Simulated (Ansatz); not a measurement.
# Cobalt, beta-Sn type under PBE: structure, energy and stiffness

What does PBE give for cobalt in the beta-Sn type structure? We relax it, solve it on a dense k-mesh, switch on spin-orbit coupling, then scale the cell to 7 volumes from 88 to 112 % of the relaxed one and try a fit of the equation of state. The k-meshes are 15×15×10 for the relaxation; 30×30×21 for the dense run; 18×18×13 for spin-orbit coupling; 21×21×14 for the volumes.

Program: Ansatz 0.2.0. Level of theory: DFT PBE, plane waves (420 eV) with PAW, scalar-relativistic. These are calculated values, not measurements.

## 1. The structure to begin with

It takes space group I4_1/amd (No. 141, tetragonal). The conventional cell has a = 4.400 Å, b = 4.400 Å, c = 2.402 Å, α = 90.00°, β = 90.00°, γ = 90.00°. Co (site symmetry -4m2) is surrounded by 6 Co at 2.28 to 2.40 Å.

Structure file:

```
Co
1.0
    -2.19998    2.19998    1.20119
     2.19998   -2.19998    1.20119
     2.19998    2.19998   -1.20119
Co
2
Direct
  0.00000 0.00000 0.00000
  0.75000 0.25000 0.50000
```

## 2. Geometry optimisation

Contents of input.yaml:

```yaml
crystal:
  lattice:
    - [-2.1999784191, 2.1999784191, 1.2011882168]
    - [2.1999784191, -2.1999784191, 1.2011882168]
    - [2.1999784191, 2.1999784191, -1.2011882168]
  atoms:
    - { symbol: Co, position: [0.0, 0.0, 0.0] }
    - { symbol: Co, position: [0.75, 0.25, 0.5] }
hamiltonian:
  xc: pbe
  pseudopotentials:
    kind: paw
    azcp:
      Co: "pseudopotentials/Co.paw.azcp"
basis:
  ecutwfc: 420
  fft_grid_basis: typed
kpoints:
  mp_grid: { grid: [15, 15, 10], shift: [0, 0, 0] }
magnetization:
  spin_polarized: false
scf:
  occupations: { method: fermi_dirac, width: 0.1 }
relax:
  max_steps: 60
  f_tol: 0.01
  cell: {}
output:
  write_density: true
  write_potential: true
  elf: true
  volumetric_format: npy
```

Launch:

```bash
$ ansatz run input.yaml --threads 1 --pin off --max-ram 3584MiB --backend cpu --events-out ev --progress --plain --runs-dir out
```

After this run come: The energy on a finer k-mesh; A two-component run at the same geometry; Volume × 0.88; Volume × 0.92; Volume × 0.96; Volume × 1.0; Volume × 1.04; Volume × 1.08; Volume × 1.12.

What does the calculation give? Wanted: space group; conventional cell; volume; shortest distance; gap on the mesh; relative to hcp, ferromagnetic; V₀, B₀, B₀′.

The runs gave:

| quantity | value |
| --- | --- |
| space group (spins left aside) | Cmcm (No. 63) |
| conventional cell | a = 2.417 Å, b = 7.400 Å, c = 2.434 Å |
| volume | 10.882 Å³/atom |
| shortest distance | 2.355 Å |
| gap on the mesh | none (levels filled in part) |
| relative to hcp, ferromagnetic | +430 meV/atom |
| V₀, B₀, B₀′ | 10.842 Å³/atom, 232 GPa, 4.7 |

**Reading.** The relaxation shrank the cell by 6.4 % in volume. The cell has left its prototype: it ends as Cmcm. What follows belongs to that structure, not to the type named at the start. The mesh has less symmetry than the lattice, which may have let the distortion in. Against the reference form of cobalt (hcp, ferromagnetic, computed apart with the same settings) it stands 430 meV/atom higher; part of this is magnetic energy, as this run has no moments. Levels at the Fermi energy are filled in part, as in a metal. The total energy of the spin-orbit run lies -0.25 eV/atom from the scalar one, but the two kinds of run don't share a zero of energy: only differences within one kind count. The fitted modulus is 232 GPa; letting shape and positions relax at each volume could only lower it.
